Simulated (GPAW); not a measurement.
# Na (Im-3m) in GPAW: further runs

The runs below take Na through relaxation of cell and atoms, with LDA.

All numbers are computed with GPAW 26.7.0; they aren't measurements. Logs are shortened: lines on timing, memory, paths and dates and some standing lists are left out, and cuts for length are marked. The log counts tension as positive stress, the text compression.

### Step 1. Starting point

The structure is cubic, space group Im-3m (No. 229). The conventional cell has a = 4.282 Å, b = 4.282 Å, c = 4.282 Å, α = 90.00°, β = 90.00°, γ = 90.00°. Around Na (site symmetry m-3m) lie 8 Na at 3.71 Å.

### Step 2. Relaxation of cell and atoms, LDA, target pressure 10 GPa, at which the enthalpy is minimised

run.py

```python
from ase import Atoms
from ase.filters import FrechetCellFilter
from ase.io import write
from ase.optimize import BFGS
from ase.units import GPa
from gpaw import GPAW, PW

atoms = Atoms(['Na'],
              cell=[[-2.141, 2.141, 2.141],
                    [2.141, -2.141, 2.141],
                    [2.141, 2.141, -2.141]],
              scaled_positions=[[0.0, 0.0, 0.0]],
              pbc=True)

calc = GPAW(mode=PW(800),
            xc='LDA',
            kpts={'size': (9, 9, 9), 'gamma': True},
            occupations={'name': 'fermi-dirac', 'width': 0.05},
            nbands=10,
            convergence={'density': 1e-05, 'forces': 0.0001},
            maxiter=150,
            txt='gpaw.txt')
atoms.calc = calc
opt = BFGS(FrechetCellFilter(atoms, scalar_pressure=10 * GPa), trajectory='relax.traj', logfile='-')
done = opt.run(fmax=0.02, steps=60)
calc.write('gs.gpw')
write('result.traj', atoms)
print('Converged:', done)
print('Cell:', atoms.cell.cellpar().round(4))
print('Volume:', round(atoms.get_volume(), 4))
print(atoms.get_scaled_positions().round(5))
```

Potentials or basis: the program's PAW data sets (release 1.2.1) made for this functional, pw.

Run with:

```bash
OMP_NUM_THREADS=1 python run.py
```

gpaw.txt:

```text
__  _  _
 | _ |_)|_||  |
 |__||  | ||/\| - 26.7.0

Input parameters:
  mode=PW(ecut=800.0),
  convergence={'density': 1e-05, 'forces': 0.0001},
  kpts=MonkhorstPack(size=(9, 9, 9), gamma=True),
  maxiter=150,
  nbands=10,
  occupations=Occupations(name='fermi-dirac', width=0.05),
  xc=XC(name='LDA')

Diagonalizing LCAO Hamiltonian
Converting LCAO to pw mode

       Na

Atoms  # Å, Bohr magnetons
|   | symbol |        x |        y |        z |    initial magnetic moments |
|---|--------|----------|----------|----------|-----------------------------|
| 0 |     Na | 0.000000 | 0.000000 | 0.000000 | ( 0.0000,  0.0000,  0.0000) |

Unit cell  # Å
| periodic |         x |         y |         z |  lengths |     angles |
|----------|-----------|-----------|-----------|----------|------------|
|      yes | -2.141000 |  2.141000 |  2.141000 | 3.708321 | 109.471221 |
|      yes |  2.141000 | -2.141000 |  2.141000 | 3.708321 | 109.471221 |
|      yes |  2.141000 |  2.141000 | -2.141000 | 3.708321 | 109.471221 |
[... 162 lines left out ...]
SCF iterations
|iter     | |      energy | eigst |  dens |force |
|---------|-|-------------|-------|-------|------|
|iter:   1| |   -1.461998 | -0.64 |       |      |
|iter:   2| |   -1.461220 | -3.37 | -1.69 |      |
|iter:   3| |   -1.455497 | -3.90 | -1.71 |      |
|iter:   4| |   -1.455245 | -4.55 | -2.20 |      |
|iter:   5| |   -1.455240c| -6.11 | -3.14 |      |
|iter:   6| |   -1.455240c| -7.93c| -4.00 |      |
|iter:   7| |   -1.455240c| -7.77c| -4.39 |      |
|iter:   8| |   -1.455240c| -8.96c| -6.17c|      |
|iter:   9| |   -1.455240c| -9.74c| -6.48c|-23.42c|

Converged in 9 steps
Energy contributions relative to reference atoms: (reference = -4398.708544)

Energy contributions:
  Kinetic:           0.627811
  Coulomb:          -0.618325
  Zero:             -0.040528
  External:          0.000000
  Xc:               -1.422568
  Entropy:          -0.003259
  Spinorbit:         0.000000
  ----------------------------
  Free energy:      -1.456870
  Extrapolated:     -1.455240
[... 5 lines left out ...]
| band index |      eig [eV] | occ [0-2] |
|------------|---------------|-----------|
|          0 |       -25.083 |     2.000 |
|          1 |       -25.083 |     2.000 |
|          2 |       -25.083 |     2.000 |
|          3 |        -3.214 |     2.000 |
|          4 |        11.237 |     0.000 |
|          5 |        11.237 |     0.000 |
|          6 |        11.239 |     0.000 |
|          7 |        12.299 |     0.000 |
|          8 |        12.874 |     0.000 |
|          9 |        12.875 |     0.000 |

No gap
No difference between direct/indirect transitions

Stress tensor  # eV/Ang^3
|         x |         y |        z |
|-----------|-----------|----------|
|  0.006957 | -0.000000 | 0.000000 |
| -0.000000 |  0.006957 | 0.000000 |
|  0.000000 |  0.000000 | 0.006957 |

Forces  # eV/Ang
|       x |       y |       z |
|---------|---------|---------|
| 0.00000 | 0.00000 | 0.00000 |  # Na   0

Interpolating wave functions to new cell

       Na

Atoms  # Å, Bohr magnetons
|   | symbol |        x |        y |        z |    initial magnetic moments |
|---|--------|----------|----------|----------|-----------------------------|
| 0 |     Na | 0.000000 | 0.000000 | 0.000000 | ( 0.0000,  0.0000,  0.0000) |
[... 217 lines left out ...]
Stress tensor  # eV/Ang^3
|         x |         y |         z |
|-----------|-----------|-----------|
|  0.002540 | -0.000000 |  0.000000 |
| -0.000000 |  0.002540 | -0.000000 |
|  0.000000 | -0.000000 |  0.002540 |

Forces  # eV/Ang
|        x |        y |        z |
|----------|----------|----------|
| -0.00000 | -0.00000 | -0.00000 |  # Na   0

Interpolating wave functions to new cell

       Na

Atoms  # Å, Bohr magnetons
|   | symbol |        x |        y |        z |    initial magnetic moments |
|---|--------|----------|----------|----------|-----------------------------|
| 0 |     Na | 0.000000 | 0.000000 | 0.000000 | ( 0.0000,  0.0000,  0.0000) |
[... 217 lines left out ...]
Stress tensor  # eV/Ang^3
|         x |         y |         z |
|-----------|-----------|-----------|
| -0.084113 | -0.000000 | -0.000000 |
| -0.000000 | -0.084113 |  0.000000 |
| -0.000000 |  0.000000 | -0.084113 |

Forces  # eV/Ang
|       x |        y |       z |
|---------|----------|---------|
| 0.00000 | -0.00000 | 0.00000 |  # Na   0

Interpolating wave functions to new cell

       Na

Atoms  # Å, Bohr magnetons
|   | symbol |        x |        y |        z |    initial magnetic moments |
|---|--------|----------|----------|----------|-----------------------------|
| 0 |     Na | 0.000000 | 0.000000 | 0.000000 | ( 0.0000,  0.0000,  0.0000) |
[... 169 lines left out ...]
SCF iterations
|iter     | |      energy | eigst |  dens |force |
|---------|-|-------------|-------|-------|------|
|iter:   1| |   -1.238787 | -1.45 |       |      |
|iter:   2| |   -1.238347 | -4.44 | -1.92 |      |
|iter:   3| |   -1.235903c| -4.17 | -1.95 |      |
|iter:   4| |   -1.235962c| -5.07 | -2.55 |      |
|iter:   5| |   -1.235968c| -5.86 | -3.28 |      |
|iter:   6| |   -1.235968c| -7.72c| -4.91 |      |
|iter:   7| |   -1.235968c| -8.37c| -5.32c|      |
|iter:   8| |   -1.235968c| -9.88c| -6.81c|-25.30c|

Converged in 8 steps
Energy contributions relative to reference atoms: (reference = -4398.708544)

Energy contributions:
  Kinetic:           5.729200
  Coulomb:          -4.051600
  Zero:             -0.041659
  External:          0.000000
  Xc:               -2.870685
  Entropy:          -0.002447
  Spinorbit:         0.000000
  ----------------------------
  Free energy:      -1.237191
  Extrapolated:     -1.235968
[... 21 lines left out ...]
Stress tensor  # eV/Ang^3
|         x |         y |         z |
|-----------|-----------|-----------|
| -0.058469 |  0.000000 |  0.000000 |
|  0.000000 | -0.058469 |  0.000000 |
|  0.000000 |  0.000000 | -0.058469 |

Forces  # eV/Ang
|       x |       y |        z |
|---------|---------|----------|
| 0.00000 | 0.00000 | -0.00000 |  # Na   0

Interpolating wave functions to new cell

       Na

Atoms  # Å, Bohr magnetons
|   | symbol |        x |        y |        z |    initial magnetic moments |
|---|--------|----------|----------|----------|-----------------------------|
| 0 |     Na | 0.000000 | 0.000000 | 0.000000 | ( 0.0000,  0.0000,  0.0000) |
[... 215 lines left out ...]
Stress tensor  # eV/Ang^3
|         x |         y |         z |
|-----------|-----------|-----------|
| -0.062266 | -0.000000 | -0.000000 |
| -0.000000 | -0.062266 |  0.000000 |
| -0.000000 |  0.000000 | -0.062266 |

Forces  # eV/Ang
|       x |       y |        z |
|---------|---------|----------|
| 0.00000 | 0.00000 | -0.00000 |  # Na   0

# Writing to gs.gpw (mode='')
```

Run time: 17 s. Hardware: 1 thread of Intel Xeon 6975P-C (Granite Rapids), shared host; peak memory 0.17 GiB.

Results:

| Item | Value |
| --- | --- |
| Free energy | -1.2177 eV |
| Relaxed volume | 21.05 Å³/atom |
| Relaxed cell | a = 3.013 Å, b = 3.013 Å, c = 3.013 Å, α = 109.47°, β = 109.47°, γ = 109.47° |
| Space group after relaxing (to 0.05 Å) | Im-3m (No. 229) |
| Energy change on relaxing (the enthalpy is what falls) | +238.8 meV/atom |
| Ionic steps | 5 |
| Pressure after relaxing | 10.0 GPa |
| Band gap on the k mesh | none (metal or under the smearing width) |

Step by step:
| step | energy change (eV) | largest force (eV/Å) | pressure (GPa) | volume (Å³) |
| --- | --- | --- | --- | --- |
| 1 | 0.0000 | 0.0000 | -1.11 | 39.26 |
| 2 | -0.0216 | 0.0000 | -0.41 | 34.93 |
| 3 | 0.3512 | 0.0000 | 13.48 | 19.50 |
| 4 | 0.2193 | 0.0000 | 9.37 | 21.37 |
| 5 | 0.2388 | 0.0000 | 9.98 | 21.05 |

Final structure:
```yaml
crystal:
  lattice:
    - [-1.73937, 1.73937, 1.73937]
    - [1.73937, -1.73937, 1.73937]
    - [1.73937, 1.73937, -1.73937]
  atoms:
    - { symbol: Na, position: [0.00000, 0.00000, 0.00000] }
```

Caveat: later steps reuse the first step's grids; the volume moved by over 15 % at a fixed basis, so the end points are rough. Zero-point motion and thermal expansion aren't in these numbers.

### Step 3. Relaxation of cell and atoms, LDA, target pressure 20 GPa, at which the enthalpy is minimised

run.py, as its differences from that of step 2:

```diff
@@ -23,3 +23,3 @@
 atoms.calc = calc
-opt = BFGS(FrechetCellFilter(atoms, scalar_pressure=10 * GPa), trajectory='relax.traj', logfile='-')
+opt = BFGS(FrechetCellFilter(atoms, scalar_pressure=20 * GPa), trajectory='relax.traj', logfile='-')
 done = opt.run(fmax=0.02, steps=60)
```

Potentials or basis: the program's PAW data sets (release 1.2.1) made for this functional, pw.

Run with:

```bash
OMP_NUM_THREADS=1 python run.py
```

Wall time 15 s (1 thread of Intel Xeon 6975P-C (Granite Rapids), shared host); peak memory 0.17 GiB.

The run converged. Its results:

```
Free energy                                            : -0.9035 eV
Relaxed volume                                         : 17.53 Å³/atom
Relaxed cell                                           : a = 2.835 Å, b = 2.835 Å, c = 2.835 Å, α = 109.47°, β = 109.47°, γ = 109.47°
Space group after relaxing (to 0.05 Å)                 : Im-3m (No. 229)
Energy change on relaxing (the enthalpy is what falls) : +552.9 meV/atom
Ionic steps                                            : 4
Pressure after relaxing                                : 19.8 GPa
Band gap on the k mesh                                 : none (metal or under the smearing width)
```

Step by step:
```csv
step,energy change (eV),largest force (eV/Å),pressure (GPa),volume (Å³)
1,0.0000,0.0000,-1.11,39.26
2,-0.0207,0.0000,0.58,31.45
3,0.5878,0.0000,20.96,17.26
4,0.5529,0.0000,19.84,17.53
```

Final structure:
```
Na
1.0
    -1.63660    1.63660    1.63660
     1.63660   -1.63660    1.63660
     1.63660    1.63660   -1.63660
Na
1
Cartesian
  0.0000 0.0000 0.0000
```

Levels at points of the mesh, in eV from the Fermi level:
```
           k point  band 1  band 2  band 3  band 4  band 5  band 6
(0.00, 0.00, 0.00)  -24.88  -24.88  -24.88   -5.23   17.22   17.22
```

Caveat: later steps reuse the first step's grids; the volume moved by over 15 % at a fixed basis, so the end points are rough. LDA usually gives volumes a few per cent too small.

### Step 4. Relaxation of cell and atoms, LDA, target pressure 30 GPa, at which the enthalpy is minimised

run.py, as its differences from that of step 3:

```diff
@@ -23,3 +23,3 @@
 atoms.calc = calc
-opt = BFGS(FrechetCellFilter(atoms, scalar_pressure=20 * GPa), trajectory='relax.traj', logfile='-')
+opt = BFGS(FrechetCellFilter(atoms, scalar_pressure=30 * GPa), trajectory='relax.traj', logfile='-')
 done = opt.run(fmax=0.02, steps=60)
```

Run with:

```bash
OMP_NUM_THREADS=1 python run.py
```

Wall time 13 s (1 thread of Intel Xeon 6975P-C (Granite Rapids), shared host); peak memory 0.16 GiB.

The run converged. Its results:

| Property | Result |
| --- | --- |
| Free energy | -0.5991 eV |
| Relaxed volume | 15.54 Å³/atom |
| Relaxed cell | a = 2.723 Å, b = 2.723 Å, c = 2.723 Å, α = 109.47°, β = 109.47°, γ = 109.47° |
| Space group after relaxing (to 0.05 Å) | Im-3m (No. 229) |
| Energy change on relaxing (the enthalpy is what falls) | +857.3 meV/atom |
| Ionic steps | 3 |
| Pressure after relaxing | 29.8 GPa |
| Band gap on the k mesh | none (metal or under the smearing width) |

Step by step:
```
step  energy change (eV)  largest force (eV/Å)  pressure (GPa)  volume (Å³)
   1              0.0000                0.0000           -1.11        39.26
   2              0.0034                0.0000            2.00        28.31
   3              0.8573                0.0000           29.82        15.54
```

Final structure:
```
Na
1.0
    -1.57202    1.57202    1.57202
     1.57202   -1.57202    1.57202
     1.57202    1.57202   -1.57202
Na
1
Direct
  0.00000 0.00000 0.00000
```

Levels at points of the mesh, in eV from the Fermi level:
| k point | band 1 | band 2 | band 3 | band 4 | band 5 | band 6 |
| --- | --- | --- | --- | --- | --- | --- |
| (0.00, 0.00, 0.00) | -25.03 | -25.03 | -25.03 | -5.63 | 18.24 | 18.24 |

Caveat: later steps reuse the first step's grids; the volume moved by over 15 % at a fixed basis, so the end points are rough.

### Step 5. Overview

| cell | target pressure | gap on the mesh (eV) | pressure (GPa) |
| --- | --- | --- | --- |
| relaxed to 10 GPa | 10 GPa | none | 10.0 |
| relaxed to 20 GPa | 20 GPa | none | 19.8 |
| relaxed to 30 GPa | 30 GPa | none | 29.8 |

Alike in all rows: task relaxation of cell and atoms; level LDA; potentials or basis the program's PAW data sets (release 1.2.1) made for this functional, pw; no spin polarisation; k mesh 9 × 9 × 9; cutoff (eV) 800; smearing fermi-dirac 0.05 eV.

Caveats: later steps reuse the first step's grids; the volume moved by over 15 % at a fixed basis, so the end points are rough.

Total energies depend on the potentials used, so only differences within one code and one set of settings carry meaning.
